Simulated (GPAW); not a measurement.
# BP (F-43m) in GPAW: equation of state

Aim: energy against volume of BP in PBEsol, for its equilibrium volume and stiffness.

Program: GPAW 26.7.0. These are calculated values, not measurements. Logs are shortened: lines on timing, memory, paths and dates and some standing lists are left out, and cuts for length are marked. The log counts tension as positive stress, the text compression.

**What was measured.**

From “Equation of state of single-crystal cubic boron phosphide”, 2014, arxiv:1407.1677, for a bulk crystal of BP at 300 K: bulk modulus 179 ± 1 GPa.

The results are compared with them further down.

## Step 1: Starting point

Symmetry: F-43m, No. 216, cubic system. Conventional cell: a = 4.538 Å, b = 4.538 Å, c = 4.538 Å, α = 90.00°, β = 90.00°, γ = 90.00°. Around P (site symmetry -43m) lie 4 B at 1.97 Å. B (site symmetry -43m) is surrounded by 4 P at 1.97 Å.

## Step 2: Equation of state, PBEsol

The input, run.py:

```python
from ase import Atoms
from ase.eos import EquationOfState
from ase.io import Trajectory
from ase.units import GPa
from gpaw import GPAW, PW, setup_paths

setup_paths.insert(0, '.')

atoms = Atoms(['P', 'B'],
              cell=[[0.0, 2.269, 2.269],
                    [2.269, 0.0, 2.269],
                    [2.269, 2.269, 0.0]],
              scaled_positions=[[0.75, 0.75, 0.75],
                                [0.0, 0.0, 0.0]],
              pbc=True)

traj = Trajectory('eos.traj', 'w')
volumes, energies = [], []
for x in [0.94, 0.96, 0.98, 1.0, 1.02, 1.04, 1.06]:
    a = atoms.copy()
    a.set_cell(atoms.cell * x**(1 / 3), scale_atoms=True)
    calc = GPAW(mode=PW(800),
                xc='PBEsol',
                kpts={'size': (10, 10, 10), 'gamma': True},
                occupations={'name': 'fermi-dirac', 'width': 0.05},
                nbands=11,
                convergence={'density': 1e-05, 'energy': 1e-05},
                maxiter=150,
                txt=f'eos-{x:.2f}.txt')
    a.calc = calc
    energies.append(a.get_potential_energy(force_consistent=True))
    volumes.append(a.get_volume())
    p = -a.get_stress()[:3].mean() / GPa
    calc.write(f'eos-{x:.2f}.gpw')
    traj.write(a)
    print(f'{x:.2f} {volumes[-1]:10.4f} A^3 {energies[-1]:14.6f} eV {p:9.3f} GPa', flush=True)

v0, e0, B = EquationOfState(volumes, energies, eos='birchmurnaghan').fit()
print(f'V0 = {v0:.4f} A^3, E0 = {e0:.6f} eV, B0 = {B / GPa:.2f} GPa')
```

Potentials or basis: PAW data sets generated in the run's folder for this functional, pw.

Run with:

```console
$ gpaw-setup -f PBEsol B P
$ OMP_NUM_THREADS=1 python run.py
```

Log:

```text
__  _  _
 | _ |_)|_||  |
 |__||  | ||/\| - 26.7.0

Input parameters:
  mode=PW(ecut=800.0),
  convergence={'density': 1e-05, 'energy': 1e-05},
  kpts=MonkhorstPack(size=(10, 10, 10), gamma=True),
  maxiter=150,
  nbands=11,
  occupations=Occupations(name='fermi-dirac', width=0.05),
  xc=XC(name='PBEsol')

Diagonalizing LCAO Hamiltonian
Converting LCAO to pw mode

                  P

       B

Atoms  # Å, Bohr magnetons
|   | symbol |        x |        y |        z |    initial magnetic moments |
|---|--------|----------|----------|----------|-----------------------------|
| 0 |      P | 3.334021 | 3.334021 | 3.334021 | ( 0.0000,  0.0000,  0.0000) |
| 1 |      B | 0.000000 | 0.000000 | 0.000000 | ( 0.0000,  0.0000,  0.0000) |

Unit cell  # Å
| periodic |        x |        y |        z |  lengths |    angles |
|----------|----------|----------|----------|----------|-----------|
|      yes | 0.000000 | 2.222681 | 2.222681 | 3.143345 | 60.000000 |
|      yes | 2.222681 | 0.000000 | 2.222681 | 3.143345 | 60.000000 |
|      yes | 2.222681 | 2.222681 | 0.000000 | 3.143345 | 60.000000 |

Number of symmetries: 24
Symmetry operations  # r_c * U_cc + t_c -> r_c
|    | kind |            matrix            |
|----|------|------------------------------|
|  0 |  E   |  1, 0, 0,  0, 1, 0,  0, 0, 1 |
|  1 |  σ   |  1, 0, 0,  0, 0, 1,  0, 1, 0 |
|  2 |  σ   |  1, 0,-1,  0, 1,-1,  0, 0,-1 |
|  3 |  C3  |  1, 0,-1,  0, 0,-1,  0, 1,-1 |
|  4 |  C3  |  1,-1, 0,  0,-1, 1,  0,-1, 0 |
|  5 |  σ   |  1,-1, 0,  0,-1, 0,  0,-1, 1 |
|  6 |  σ   |  0, 1, 0,  1, 0, 0,  0, 0, 1 |
|  7 |  C3  |  0, 1, 0,  0, 0, 1,  1, 0, 0 |
|  8 |  C2  |  0, 1,-1,  1, 0,-1,  0, 0,-1 |
|  9 |  S4  |  0, 1,-1,  0, 0,-1,  1, 0,-1 |
| 10 |  C3  |  0, 0, 1,  1, 0, 0,  0, 1, 0 |
| 11 |  σ   |  0, 0, 1,  0, 1, 0,  1, 0, 0 |
| 12 |  S4  |  0, 0,-1,  1, 0,-1,  0, 1,-1 |
| 13 |  C3  |  0, 0,-1,  0, 1,-1,  1, 0,-1 |
| 14 |  S4  |  0,-1, 1,  1,-1, 0,  0,-1, 0 |
| 15 |  C2  |  0,-1, 1,  0,-1, 0,  1,-1, 0 |
| 16 |  C3  |  0,-1, 0,  1,-1, 0,  0,-1, 1 |
| 17 |  S4  |  0,-1, 0,  0,-1, 1,  1,-1, 0 |
| 18 |  S4  | -1, 1, 0, -1, 0, 1, -1, 0, 0 |
| 19 |  C3  | -1, 1, 0, -1, 0, 0, -1, 0, 1 |
| 20 |  C3  | -1, 0, 1, -1, 1, 0, -1, 0, 0 |
| 21 |  S4  | -1, 0, 1, -1, 0, 0, -1, 1, 0 |
| 22 |  σ   | -1, 0, 0, -1, 1, 0, -1, 0, 1 |
| 23 |  C2  | -1, 0, 0, -1, 0, 1, -1, 1, 0 |

BZ-sampling:
  Number of BZ points: 1000
  Number of IBZ points: 47

  Monkhorst-Pack size: [10, 10, 10]
  Monkhorst-Pack shift: [0.05, 0.05, 0.05]

K-points  # in reciprocal-cell coordinates
|     |                                coordinates |     weight |
|-----|--------------------------------------------|------------|
|   0 | (  0.00000000,   0.00000000,   0.00000000) | 0.00100000 |
|   1 | (  0.10000000,   0.10000000,   0.00000000) | 0.00600000 |
|   2 | (  0.10000000,   0.10000000,   0.10000000) | 0.00800000 |
|   3 | (  0.20000000,   0.10000000,   0.10000000) | 0.01200000 |
|   4 | (  0.20000000,   0.20000000,   0.00000000) | 0.00600000 |
|   5 | (  0.20000000,   0.20000000,   0.10000000) | 0.02400000 |
|   6 | (  0.20000000,   0.20000000,   0.20000000) | 0.00800000 |
|   7 | (  0.30000000,   0.20000000,   0.10000000) | 0.02400000 |
|   8 | (  0.30000000,   0.20000000,   0.20000000) | 0.02400000 |
|   9 | (  0.30000000,   0.30000000,   0.00000000) | 0.00600000 |
| ... |                                            |            |
|  46 | (  0.50000000,   0.50000000,   0.50000000) | 0.00400000 |

Plane wave coefficients: 1158
Cutoff: 800.0 eV

Spin-components: 1 (collinear spins)
Bands:           11
Projectors:      10
Spin-degeneracy: 2
Datatype:        complex128

Parallelization:
  kpt:    1
  domain: 1
  band:   1

Density:
  Valence electrons: 8.0
  Components: 1
  Grid points: [21 21 21]
  Charge: 0.0  # |e|

Potential:
  Grid points: [21 21 21]

species:
  P:
    name:    Phosphorus
    Z:       15.0
    valence: 5
    core:    10
    charge:  0.0  # [|e|]
    compensation charges:
      type: gauss
      rc: 0.30  # [Å]
      lmax: 2
    cutoffs:
      filter: 1.69  # [Å]
      core: 1.81  # [Å]
    projectors
    | kind |    occ | energy [eV] | rcut [Å] |
    |------|--------|-------------|----------|
    |   3s |  2.000 |     -13.916 |    0.953 |
    |   3p |  3.000 |      -5.479 |    0.953 |
    |    s |        |      13.296 |    0.953 |
    |    p |        |      21.732 |    0.953 |
    |    d |        |       0.000 |    0.953 |

    Using partial waves for P as LCAO basis

  B:
    name:    Boron
    Z:       5.0
    valence: 3
    core:    2
    charge:  0.0  # [|e|]
    compensation charges:
      type: gauss
      rc: 0.20  # [Å]
      lmax: 2
    cutoffs:
      filter: 1.14  # [Å]
      core: 1.42  # [Å]
    projectors
    | kind |    occ | energy [eV] | rcut [Å] |
    |------|--------|-------------|----------|
    |   2s |  2.000 |      -9.361 |    0.635 |
    |   2p |  1.000 |      -3.555 |    0.635 |
    |    s |        |      17.850 |    0.635 |
    |    p |        |      23.657 |    0.635 |
    |    d |        |       0.000 |    0.635 |

    Using partial waves for B as LCAO basis

Reference energy: -9952.749089  # eV

eigensolver:
  PPCG
  Converge bands: occupied
  niter=2

density mixing:
  MSR1-Mixer
  Pratt-step length: 0.05
  Maximum mixing coefficient: 0.75
  Old densities: 10
  SVD Regularization: 0.005
  Good broyden scale: 1.0
  Trust region scale: 1.0
  Backstep threshold: 4.0
  History deletion threshold: 6.0
  Fourier metric: weight=20.0, sigma=0.015

occupation numbers:
  Fermi-Dirac:
    width: 0.0500  # eV

poisson solver:
  ecut: 6400.0  # eV

xc functional:
  name: PBEsol with 2 nearest neighbor stencil

convergence criteria:
[... 6 lines left out ...]
|iter     | |      energy | eigst |  dens |
|---------|-|-------------|-------|-------|
|iter:   1| |  -14.446599 | +0.14 |       |
|iter:   2| |  -14.310474 | -2.13 | -0.68 |
|iter:   3| |  -13.679362 | -1.42 | -0.72 |
|iter:   4| |  -13.670086 | -2.98 | -1.45 |
|iter:   5| |  -13.670076 | -4.08 | -1.96 |
|iter:   6| |  -13.670104c| -5.36 | -2.60 |
|iter:   7| |  -13.670105c| -7.28 | -3.84 |
|iter:   8| |  -13.670105c| -7.65c| -4.42 |
|iter:   9| |  -13.670105c| -8.75c| -5.63c|

Converged in 9 steps
Energy contributions relative to reference atoms: (reference = -9952.749089)

Energy contributions:
  Kinetic:          19.034083
  Coulomb:         -16.013458
  Zero:             -0.027114
  External:          0.000000
  Xc:              -16.663616
  Entropy:          -0.000000
  Spinorbit:         0.000000
  ----------------------------
  Free energy:     -13.670105
  Extrapolated:    -13.670105

dipole moment: (-3.172972, -3.172972, -3.172972)  # |e|*Ang

Fermi level: 9.471
Eigenvalues  # (at kpt = [0.000, 0.000, 0.000])
| band index |      eig [eV] | occ [0-2] |
|------------|---------------|-----------|
|          0 |        -7.088 |     2.000 |
|          1 |         8.964 |     2.000 |
|          2 |         8.964 |     2.000 |
|          3 |         8.964 |     2.000 |
|          4 |        12.430 |     0.000 |
|          5 |        12.430 |     0.000 |
|          6 |        12.430 |     0.000 |
|          7 |        17.285 |     0.000 |
|          8 |        20.703 |     0.000 |
|          9 |        21.133 |     0.000 |
|         10 |        21.134 |     0.000 |

Gap: 1.054 eV
Transition (v -> c):
  (s=0, k=0, n=3, [0.00, 0.00, 0.00]) -> (s=0, k=24, n=4, [0.40, 0.40, 0.00])
Direct/indirect transitions are different
Direct gap: 3.466 eV
Transition at: (s=0, k=0, n=3, [0.00, 0.00, 0.00])

Stress tensor  # eV/Ang^3
|         x |         y |         z |
|-----------|-----------|-----------|
| -0.060191 | -0.000000 |  0.000000 |
| -0.000000 | -0.060191 | -0.000000 |
|  0.000000 | -0.000000 | -0.060191 |

# Writing to eos-0.94.gpw (mode='')
```

Wall time 1.7 min (1 thread of Arm Neoverse V1, shared host); peak memory 0.23 GiB.

What came out:

| Item | Value |
| --- | --- |
| Equilibrium volume | 11.57 Å³/atom |
| Bulk modulus | 170 GPa |
| Pressure derivative of the bulk modulus | 3.8 |

Energy against volume, from the lowest point:
| volume (Å³/atom) | energy (meV/atom) |
| --- | --- |
| 10.981 | 16.72 |
| 11.214 | 5.54 |
| 11.448 | 0.13 |
| 11.682 | 0.00 |
| 11.915 | 4.64 |
| 12.149 | 13.61 |
| 12.383 | 26.52 |

## Step 3: Comparison with measurements

Step 2. A measured bulk modulus of BP is 179 GPa (300 K; “Equation of state of single-crystal cubic boron phosphide”, 2014, arxiv:1407.1677); the calculated 170 GPa misses it by -5.2 %. 3 values of this kind are on record (173 to 179 GPa); this one was drawn at random among those near their median, those with a stated uncertainty first. The fit is for a static lattice scaled at fixed shape and fixed fractional positions.
